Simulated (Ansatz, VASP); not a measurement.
## Cross-check of BN between VASP and Ansatz

Aim: how closely do two programs agree when they are given the same cell, functional and k mesh? The cell is taken from a series of VASP runs on this material, whose earlier steps may have relaxed, scaled or displaced it; both programs get it as it stands. Other levels of theory on this material are compared in a session of their own.

Program: Ansatz 0.2.0. Level of theory: plane waves, with VASP 6.6.1 beside it; band structure at r2SCAN and band structure at LDA. Results are calculated unless marked as measured.

## Step 1: The starting structure

It takes space group P6_3/mmc (No. 194, hexagonal). The conventional cell has a = 2.504 Å, b = 2.504 Å, c = 6.661 Å, α = 90.00°, β = 90.00°, γ = 120.00°. N has 3 B at 1.45 Å nearest. Nearest to B lie 3 N at 1.45 Å. Farther neighbours and most contacts between anions are not listed.

As a file:

```cif
data_structure
_symmetry_space_group_name_H-M 'P6_3/mmc'
_symmetry_Int_Tables_number 194
_cell_length_a 2.5040
_cell_length_b 2.5040
_cell_length_c 6.6612
_cell_angle_alpha 90.000
_cell_angle_beta 90.000
_cell_angle_gamma 120.000
_cell_volume 36.17
loop_
_atom_site_label
_atom_site_type_symbol
_atom_site_symmetry_multiplicity
_atom_site_Wyckoff_symbol
_atom_site_fract_x
_atom_site_fract_y
_atom_site_fract_z
_atom_site_occupancy
N1 N 2 d 0.66667 0.33333 0.25000 1
B1 B 2 c 0.66667 0.33333 0.75000 1
```

## Step 2: VASP: band structure, r2SCAN

Levels along a path test the potential and the projectors away from the mesh points.

Lines of VASP's logs that name or quote its potential files are left out, and so is its time.

Input file INCAR:

```
SYSTEM = BN
PREC = Accurate
ENCUT = 460
EDIFF = 1E-06
NELM = 100
ISMEAR = 0
SIGMA = 0.03
LREAL = .FALSE.
ALGO = Normal
METAGGA = R2SCAN
LASPH = .TRUE.
NBANDS = 22
LORBIT = 11
LWAVE = .FALSE.
LCHARG = .FALSE.
KPAR = 8
```

Input file POSCAR:

```
BN
1.0
    2.5039900000      0.0000000000      0.0000000000
   -1.2519950000      2.1685189508      0.0000000000
    0.0000000000      0.0000000000      6.6612000000
N B
2 2
Direct
    0.6666666667      0.3333333333      0.2500000000
    0.3333333333      0.6666666667      0.7500000000
    0.6666666667      0.3333333333      0.7500000000
    0.3333333333      0.6666666667      0.2500000000
```

Input file KPOINTS:

```
Automatic mesh
0
Gamma
10 10 4
0 0 0
```

Input file KPOINTS_OPT:

```
Line mode
10
Line-mode
Reciprocal
  0.00000000   0.00000000   0.00000000 GAMMA
  0.50000000   0.00000000   0.00000000 M

  0.50000000   0.00000000   0.00000000 M
  0.33333333   0.33333333   0.00000000 K

  0.33333333   0.33333333   0.00000000 K
  0.00000000   0.00000000   0.00000000 GAMMA

  0.00000000   0.00000000   0.00000000 GAMMA
  0.00000000   0.00000000   0.50000000 A

  0.00000000   0.00000000   0.50000000 A
  0.50000000   0.00000000   0.50000000 L

  0.50000000   0.00000000   0.50000000 L
  0.33333333   0.33333333   0.50000000 H

  0.33333333   0.33333333   0.50000000 H
  0.00000000   0.00000000   0.50000000 A

  0.50000000   0.00000000   0.50000000 L
  0.50000000   0.00000000   0.00000000 M

  0.33333333   0.33333333   0.00000000 K
  0.33333333   0.33333333   0.50000000 H
```

PAW data sets: N and B (PBE family, release 64).

Command:

```console
> mpirun -np 8 vasp_std
```

Numbers of over 12 decimals in the logs are rounded to 6 here.

Output:

```text
[banner, memory and clock lines left out]
running    8 mpi-ranks, on    1 nodes
 distrk:  each k-point on    1 cores,    8 groups
 distr:  one band on    1 cores,    1 groups

 POSCAR found type information on POSCAR N B
 POSCAR found :  2 types and       4 ions
|                                                                             |
|           W    W    AA    RRRRR   N    N  II  N    N   GGGG   !!!           |
|           W    W   A  A   R    R  NN   N  II  NN   N  G    G  !!!           |
|           W    W  A    A  R    R  N N  N  II  N N  N  G       !!!           |
|           W WW W  AAAAAA  RRRRR   N  N N  II  N  N N  G  GGG   !            |
|           WW  WW  A    A  R   R   N   NN  II  N   NN  G    G                |
|           W    W  A    A  R    R  N    N  II  N    N   GGGG   !!!           |
|                                                                             |
|     For optimal performance we recommend to set                             |
|       NCORE = 2 up to number-of-cores-per-socket                            |
|     NCORE specifies how many cores store one orbital (NPAR=cpu/NCORE).      |
|     This setting can greatly improve the performance of VASP for DFT.       |
|     The default, NCORE=1 might be grossly inefficient on modern             |
|     multi-core architectures or massively parallel machines. Do your        |
|     Unfortunately you need to use the default for GW and RPA                |
|     calculations (for HF NCORE is supported but not extensively tested      |
|     yet).                                                                   |
|                                                                             |

|                                                                             |
|               ----> ADVICE to this user running VASP <----                  |
|                                                                             |
|     You enforced a specific xc type in the INCAR file but a different       |
|     [... a line on the potential file left out ...]
|     I HOPE YOU KNOW WHAT YOU ARE DOING!                                     |
|                                                                             |

 LDA part: xc-table for (None), standard interpolation
 POSCAR, INCAR and KPOINTS ok, starting setup
 FFT: planning ... GRIDC
 FFT: planning ... GRID_SOFT
 FFT: planning ... GRID
 WAVECAR not read
 entering main loop
       N       E                     dE             d eps       ncg     rms          rms(c)
DAV:   1     0.313258082468E+02    0.31326E+02   -0.70771E+03  1848   0.623E+02
DAV:   2    -0.443053119670E+02   -0.75631E+02   -0.71571E+02  2364   0.175E+02
DAV:   3    -0.466380748820E+02   -0.23328E+01   -0.23186E+01  2344   0.273E+01
DAV:   4    -0.466483802507E+02   -0.10305E-01   -0.10305E-01  2052   0.208E+00
DAV:   5    -0.466484355494E+02   -0.55299E-04   -0.55299E-04  2312   0.130E-01    0.109E+01
DAV:   6    -0.387261559897E+02    0.79223E+01   -0.18615E+00  2130   0.101E+01    0.545E+00
DAV:   7    -0.386004542128E+02    0.12570E+00   -0.72853E-01  2086   0.510E+00    0.308E+00
DAV:   8    -0.385889211297E+02    0.11533E-01   -0.82569E-02  2206   0.205E+00    0.457E-01
DAV:   9    -0.385846788286E+02    0.42423E-02   -0.11593E-02  2148   0.914E-01    0.208E-01
DAV:  10    -0.385848376752E+02   -0.15885E-03   -0.13113E-03  1994   0.255E-01    0.104E-01
DAV:  11    -0.385849808626E+02   -0.14319E-03   -0.22552E-04  2058   0.114E-01    0.212E-02
DAV:  12    -0.385849905372E+02   -0.96746E-05   -0.17611E-05  2148   0.257E-02    0.938E-03
DAV:  13    -0.385849912199E+02   -0.68276E-06   -0.13281E-06  1996   0.832E-03
   1 F= -.38584991E+02 E0= -.38584991E+02  d E =-.150769E-36
 Start KPOINTS_OPT (optional k-point list driver)
k-point batch [1-42\90]
       N       E                     dE             ncg
DAV:   1    -0.188113824858E+03   -0.16347E+05     1856
DAV:   2    -0.337683658969E+04   -0.31887E+04     2392
DAV:   3    -0.347819932461E+04   -0.10136E+03     2326
DAV:   4    -0.347850567212E+04   -0.30635E+00     2046
DAV:   5    -0.347850674133E+04   -0.10692E-02     2302
DAV:   6    -0.347850674760E+04   -0.62778E-05     2132
DAV:   7    -0.347850674765E+04   -0.43733E-07     1842
[...]
k-point batch [85-90\90]
       N       E                     dE             ncg
DAV:   1     0.243254580867E+05   -0.49783E+04      264
DAV:   2     0.239434758862E+05   -0.38198E+03      324
DAV:   3     0.239311599688E+05   -0.12316E+02      336
DAV:   4     0.239311153657E+05   -0.44603E-01      264
DAV:   5     0.239311152063E+05   -0.15940E-03      322
DAV:   6     0.239311152055E+05   -0.82471E-06      300
```

Parts of OUTCAR (step 2):

```text
ion  position               nearest neighbor table
   1  0.667  0.333  0.250-   4 1.45   4 1.45   4 1.45
   2  0.333  0.667  0.750-   3 1.45   3 1.45   3 1.45
   3  0.667  0.333  0.750-   2 1.45   2 1.45   2 1.45
   4  0.333  0.667  0.250-   1 1.45   1 1.45   1 1.45

  LATTYP: Found a hexagonal cell.
 ALAT       =     2.5039900000
 C/A-ratio  =     2.6602342661

 Subroutine GETGRP returns: Found 24 space group operations
 (whereof 12 operations were pure point group operations)

The static configuration has the point symmetry D_3d.
 The point group associated with its full space group is D_6h.

 Found     42 irreducible k-points:

   k-points           NKPTS =     42   k-points in BZ     NKDIM =     42   number of bands    NBANDS=     22

   dimension x,y,z NGX =    18 NGY =   18 NGZ =   48
   dimension x,y,z NGXF=    36 NGYF=   36 NGZF=   96

   ENCUT  =  460.0 eV  33.81 Ry    5.81 a.u.   4.38  4.38 11.65*2*pi/ulx,y,z

   NELECT =      16.0000    total number of electrons

 k-points in reciprocal lattice and weights: Automatic mesh
   0.00000000  0.00000000  0.00000000       0.003
   0.10000000 -0.00000000  0.00000000       0.015
   0.20000000 -0.00000000  0.00000000       0.015
   0.30000000  0.00000000  0.00000000       0.015
   0.40000000 -0.00000000  0.00000000       0.015
   0.50000000 -0.00000000  0.00000000       0.007
   0.10000000  0.10000000  0.00000000       0.015
   0.20000000  0.10000000  0.00000000       0.030
   0.30000000  0.10000000  0.00000000       0.030
[...]
0.40000000  0.20000000  0.50000000       0.015
   0.30000000  0.30000000  0.50000000       0.015

 average (electrostatic) potential at core
       1 -67.8664       2 -67.8664       3 -30.5575       4 -30.5575

 E-fermi :   2.2938

 k-point     1 :       0.0000    0.0000    0.0000
  band No.  band energies     occupation
    ...
      4      -2.2168      2.00000
      5       0.6367      2.00000
      6       0.6367      2.00000
      7       0.6734      2.00000
      8       0.6734      2.00000
      9       7.6011      0.00000
     10      13.0362      0.00000
     11      14.2876      0.00000
     12      14.2876      0.00000
     13      14.4181      0.00000
    ...

 k-point     2 :       0.1000   -0.0000    0.0000
  band No.  band energies     occupation
    ...
      4      -1.9653      2.00000
      5      -0.1941      2.00000
      6      -0.1607      2.00000
      7       0.2548      2.00000
      8       0.2977      2.00000
      9       7.9630      0.00000
     10      12.9086      0.00000
     11      14.0627      0.00000
     12      14.3292      0.00000
     13      15.1792      0.00000
    ...

 k-point     3 :       0.2000   -0.0000    0.0000
  band No.  band energies     occupation
    ...
      4      -2.1738      2.00000
      5      -2.1245      2.00000
      6      -1.2353      2.00000
      7      -0.6043      2.00000
      8      -0.5511      2.00000
      9       8.8894      0.00000
     10      12.2654      0.00000
     11      13.4473      0.00000
     12      13.5527      0.00000
     13      14.2166      0.00000
    ...

  Total       -0.3254263     -0.3254263     -0.1458025      0.0000000     -0.0000000      0.0000000
  in kB      -14.4150089    -14.4150089     -6.4584341      0.0000000     -0.0000000      0.0000000
  external PRESSURE =     -11.7628173 kB  Pullay stress =       0.0000000 kB

  energy-cutoff  :      460.00
  volume of cell :       36.17
      direct lattice vectors                 reciprocal lattice vectors
     2.503990000  0.000000000  0.000000000     0.399362617  0.230572115  0.000000000
    -1.251995000  2.168518951  0.000000000     0.000000000  0.461144229  0.000000000
     0.000000000  0.000000000  6.661200000     0.000000000  0.000000000  0.150123101

 POSITION                                       TOTAL-FORCE (eV/Angst)
 -----------------------------------------------------------------------------------
      1.25200      0.72284      1.66530         0.000000     -0.000000     -0.000000
     -0.00000      1.44568      4.99590        -0.000000      0.000000     -0.000000
      1.25200      0.72284      4.99590        -0.000000      0.000000      0.000000
     -0.00000      1.44568      1.66530         0.000000     -0.000000      0.000000
 -----------------------------------------------------------------------------------
    total drift:                               -0.000000      0.000000      0.000000

  FREE ENERGIE OF THE ION-ELECTRON SYSTEM (eV)
  ---------------------------------------------------
  free  energy   TOTEN  =       -38.5849912199 eV

  energy  without entropy=      -38.5849912199  energy(sigma->0) =      -38.58499122

 total charge
# of ion       s       p       d       tot
------------------------------------------
    1        1.242   2.804   0.000   4.046
    2        1.242   2.804   0.000   4.046
    3        0.745   1.401   0.000   2.146
    4        0.745   1.401   0.000   2.146
--------------------------------------------------
tot          3.973   8.411   0.000  12.384

[... 3 further parts left out ...]
```

The run ends at a pressure of -1.18 GPa.

## Step 3: Ansatz: band structure, r2SCAN

Ansatz runs on its default PAW (the set named soft_2) files.

The same cell, functional, mesh and smearing now go to Ansatz, which takes its cutoff from its data sets.

Input file input.yaml:

```yaml
crystal:
  lattice:
    - [2.50399, 0.0, 0.0]
    - [-1.251995, 2.1685189508, 0.0]
    - [0.0, 0.0, 6.6612]
  atoms:
    - { symbol: "N", position: [0.6666666667, 0.3333333333, 0.25] }
    - { symbol: "N", position: [0.3333333333, 0.6666666667, 0.75] }
    - { symbol: B, position: [0.6666666667, 0.3333333333, 0.75] }
    - { symbol: B, position: [0.3333333333, 0.6666666667, 0.25] }
hamiltonian:
  xc: r2scan
  pseudopotentials: { kind: paw }
kpoints:
  mp_grid: { grid: [10, 10, 4] }
  band_path:
    path:
      - [0.0, 0.0, 0.0]
      - [0.16667, 0.0, 0.0]
      - [0.33333, 0.0, 0.0]
      - [0.5, 0.0, 0.0]
      - [0.46296, 0.07407, 0.0]
      - [0.40741, 0.18519, 0.0]
      - [0.35185, 0.2963, 0.0]
      - [0.2963, 0.2963, 0.0]
      - [0.18519, 0.18519, 0.0]
      - [0.07407, 0.07407, 0.0]
      - [0.0, 0.0, 0.0]
      - [0.0, 0.0, 0.16667]
      - [0.0, 0.0, 0.33333]
      - [0.0, 0.0, 0.5]
      - [0.11111, 0.0, 0.5]
      - [0.33333, 0.0, 0.5]
      - [0.5, 0.0, 0.5]
      - [0.46296, 0.07407, 0.5]
      - [0.40741, 0.18519, 0.5]
      - [0.35185, 0.2963, 0.5]
      - [0.2963, 0.2963, 0.5]
      - [0.18519, 0.18519, 0.5]
      - [0.07407, 0.07407, 0.5]
      - [0.5, 0.0, 0.5]
      - [0.5, 0.0, 0.33333]
      - [0.5, 0.0, 0.16667]
      - [0.5, 0.0, 0.0]
      - [0.33333, 0.33333, 0.11111]
      - [0.33333, 0.33333, 0.27778]
      - [0.33333, 0.33333, 0.5]
    npoints: 1
scf:
  occupations: { method: gaussian, width: 0.03 }
  n_extra_bands: 8
output:
  forces: true
  stress: true
  eigenvalues: true
  write_density: true
  write_potential: true
  elf: true
  volumetric_format: npy
```

Command:

```console
> ansatz run input.yaml --threads 2 --pin off --max-ram 4608MiB --backend cpu --events-out ev --progress --plain --runs-dir out
```

Output:

```text
scf.n_extra_bands = 8 over 8 filled bands (N_el = 16.0): the run solves 16 bands
Engine: ansatz 0.2.0, aarch64-unknown-linux-gnu
Pseudopotentials: kind: paw
Pseudopotential: N, paw, valence charge 5, recommended cutoff 500 eV (meta_gga), N.paw.azcp
Pseudopotential: B, paw, valence charge 3, recommended cutoff 500 eV (meta_gga), B.paw.azcp
Functional definition: r2SCAN
  parameter k0 = 0.174
  parameter k1 = 0.065
  parameter a1 = 4.9479
  exchange = r2scan_x(k0 = k0, k1 = k1, a1 = a1)
  correlation = r2scan_c
Crystal: 4 atoms, lattice volume = 36.170 Å³
Basis set: ecut = 500 eV, 907 PW (Γ), exchange–correlation on 80×80×200 points (64 copies of the dense FFT grid, shifted against one another)
Bands: 16, of which v1, the nominal top of the filled ones, is band 8 counted from 1 (7 counted from 0)
Symmetry: 24 space group operations
Space group: P63/mmc (ITA 194), of the structure as read, at distance tolerance 3.3e-5 Å
k-points: 42 of 400
Non-local potential: N, projectors of the file, l = 0: 2, l = 1: 2, l = 2: 1
Non-local potential: B, projectors of the file, l = 0: 2, l = 1: 2, l = 2: 1
PAW form: soft (Blöchl's): semilocal exchange-correlation on the pseudo side does not see the compensation charge
PAW frozen core: N, regenerated for the run's functional (the file was generated under x = pbe(κ = 0.804, μ = 0.219515), c = pbe(β = 0.066725))
PAW frozen core: B, regenerated for the run's functional (the file was generated under x = pbe(κ = 0.804, μ = 0.219515), c = pbe(β = 0.066725))
PAW one-centre angular grid: N, 302 points (default); XC on 160 Gauss nodes
PAW one-centre angular grid: B, 302 points (default); XC on 160 Gauss nodes
Initial density: superposition of atomic densities (neutral atoms: chi_scale 0, normalization atom), corrected by the library's trained network
Initial wavefunctions: pseudopotential atomic-orbital guess
Functional: x = r2scan, c = r2scan; τ floored in thin density (d = 2e-4 eV/Å³)
SCF iter   1: F=—  HF=-1088.116120 eV  |F-HF|=—  |Δ(HF+E_count)|=         —  Δρ=8.60e-3  dr2=1.95e-2  dr2_τ=6.87e-1  ethr=1.77e-3  ⟨swp⟩=6.6  Hψ=3739  notcnv=0  defer=3
preconditioner: auto → none  [insulator: Δε(μ)=4.820 eV  Ē_g=19.767 eV  σ=0.030 eV  W_gap=1.00  n_scr=4 (ndim 8)  ℏωp=24.7 eV  f_vac=0.023  D(μ)=0.00/eV (n_scr^D=0)  ε∞_Penn≈2.6]
SCF iter   2: F=—  HF=-1088.246190 eV  |F-HF|=—  |Δ(HF+E_count)|=   1.30e-1  Δρ=5.11e-3  dr2=4.16e-3  dr2_τ=2.96e-4  ethr=1.22e-4  ⟨swp⟩=2.7  Hψ=1671  notcnv=0  defer=86
SCF iter   3: F=—  HF=-1088.245927 eV  |F-HF|=—  |Δ(HF+E_count)|=   2.63e-4  Δρ=8.74e-4  dr2=2.04e-4  dr2_τ=1.02e-4  ethr=2.60e-5  ⟨swp⟩=3.0  Hψ=1173  notcnv=0  defer=86
SCF iter   4: F=—  HF=-1088.245907 eV  |F-HF|=—  |Δ(HF+E_count)|=   1.95e-5  Δρ=2.82e-4  dr2=2.04e-5  dr2_τ=1.75e-6  ethr=1.28e-6  ⟨swp⟩=2.1  Hψ=866  notcnv=0  defer=86
SCF iter   5: F=—  HF=-1088.245902 eV  |F-HF|=—  |Δ(HF+E_count)|=   5.16e-6  Δρ=1.03e-4  dr2=2.31e-6  dr2_τ=2.38e-7  ethr=1.28e-7  ⟨swp⟩=2.1  Hψ=899  notcnv=0  defer=86
SCF iter   6: F=—  HF=-1088.245903 eV  |F-HF|=—  |Δ(HF+E_count)|=   6.54e-7  Δρ=4.17e-5  dr2=4.27e-7  dr2_τ=9.38e-9  ethr=1.45e-8  ⟨swp⟩=2.0  Hψ=820  notcnv=0  defer=86
SCF iter   7: F=-1088.245903 eV  HF=-1088.245903 eV  |F-HF|=5.49e-10  |Δ(HF+E_count)|=   3.89e-8  Δρ=4.98e-6  dr2=4.07e-9  dr2_τ=4.56e-10  ethr=6.25e-10  ⟨swp⟩=12.6  Hψ=4335  notcnv=0
SCF 1 converged in 7 iterations: F = -1088.245903 eV  dr2 = 4.07e-9
  greatest PAW one-centre occupation: 0.805 electrons in one spin orbital (limit 2), on the N atom at site 1 (counted from 0), in its partial waves of l = 0
NSCF: frozen V_eff on 30 k-points
SCF converged after 7 iterations
Free energy (F): -1088.245903 eV
Harris-Foulkes:  -1088.245903 eV  (|F-HF|=5.49e-10)
Internal energy: -1088.245903 eV  (E = F + TS)
E sigma→0 (E₀):  -1088.245903 eV
Fermi energy:    6.883295 eV
--- Per-component energies (eV) ---
  E_band       = -48.261416
  E_kinetic    = 367.070399
  E_local      = -695.104431  (includes V_loc(G=0)·N_el)
  E_nonlocal   = 114.067014
  E_hartree    = 225.321001
  E_xc         = -181.988386
  E_vxc        = -252.358501  (∫ρ·V_xc dr)
  E_paw        = -419.640308  (= ΣΔE_a)
  E_vpaw       = -47.008500  (= ΣTr[D̂ρ^β])
  E_aug_tail   = 0.000045  (compensation charges beyond the density's cutoff)
  E_vtau       = 14.431086  (kinetic-family band-sum trace: ∫τ·v_τ [+ j·A + Jᵃ·Aᵃ] dr)
  E_ewald      = -497.875223
  E_core_change = -0.096013  (= ΣΔE_core)
  E_smearing   = -0.000000  (= −TS)
  E_closure    = 0.000000  (closes the sum)
  Σ components = -1088.245903   (vs F -1088.245903, Δ=0.00e0)
--- Forces (eV/Å), atoms counted from 1 ---
  atom   1  N     -0.00000000     0.00000000    -0.00000000
  atom   2  N     -0.00000000    -0.00000000     0.00000000
  atom   3  B      0.00000000     0.00000000     0.00000000
  atom   4  B      0.00000000    -0.00000000    -0.00000000
  max |Σ_I F_I| component: 6.48e-17 eV/Å
--- Stress (GPa, compression-positive) ---
       -1.342140      -0.000000       0.000000
        0.000000      -1.342140       0.000000
        0.000000       0.000000       0.842530
  P = ⅓ Tr σ = -0.6139 GPa (-6.139 kbar)
--- Band table (eV; the first three rows and the last of 42) ---
  k-point 0: bands = [... 4 lower, 3.0931, 3.0931, 3.1309, 3.1309, 10.0533, 15.4750, 16.8146, 16.8146, ... 4 higher]
  k-point 1: bands = [... 4 lower, 3.0986, 3.0986, 3.1253, 3.1253, 10.7786, 14.4560, 16.8331, 16.8331, ... 4 higher]
  k-point 2: bands = [... 4 lower, 3.1120, 3.1120, 3.1120, 3.1120, 12.5238, 12.5238, 16.8784, 16.8784, ... 4 higher]
  k-point 41: bands = [... 4 lower, -2.6543, -2.6543, 4.2554, 4.2554, 9.8824, 9.8824, 17.1213, 17.1213, ... 4 higher]
```

The job ended after 2.6 s (2 threads of Arm Neoverse V1, shared host; peak memory 0.38 GiB).

[end of part 1 of 2]

[Lines on the potential files, build, host, timing and source positions are cut from VASP's logs without a mark.]

[Logs are printed without paths, hosts, clocks, repeated set-up lines and the standing remarks that a program may print on its own settings, such as how far it seeks lower states.]

[Hosts, paths, dates, database ids (printed as entryN), source tags and the programs' standing remarks are cut or masked in the printed files.]
